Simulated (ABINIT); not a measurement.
ZrC:

```
Zr C
1.0
     0.00000    2.36500    2.36500
     2.36500    0.00000    2.36500
     2.36500    2.36500    0.00000
Zr C
1 1
Direct
  0.50000 0.50000 0.50000
  0.00000 0.00000 0.00000
```

Program: ABINIT 10.8.3 (patched build). Alike in all runs: cell as given; smearing fermi-dirac 0.05 eV. Hardware: 1 thread of Intel(R) Xeon(R) Platinum 8488C (Sapphire Rapids), with other jobs on the host.

Question: Order these runs on this cell by their wall time, lowest first.
A. task band structure; level LDA-PZ; potentials or basis JTH PAW LDA v2.0; spin SOC, no magnetisation; k mesh 10 × 10 × 10; cutoff (eV) 544; fine-grid cutoff 1088.46 eV; mesh quality not flagged
B. task single point; level PBE; potentials or basis JTH PAW PBE v2.0; spin off; k mesh 4 × 4 × 4; cutoff (eV) 517; fine-grid cutoff 1034.03 eV; mesh quality coarse
C. task band structure; level RPBE; potentials or basis JTH PAW PBE v2.0; spin off; k mesh 10 × 10 × 10; cutoff (eV) 517; fine-grid cutoff 1034.03 eV; mesh quality not flagged

Answer: B (4 s), C (27 s), A (150 s).

Caveats: some runs use coarse meshes.
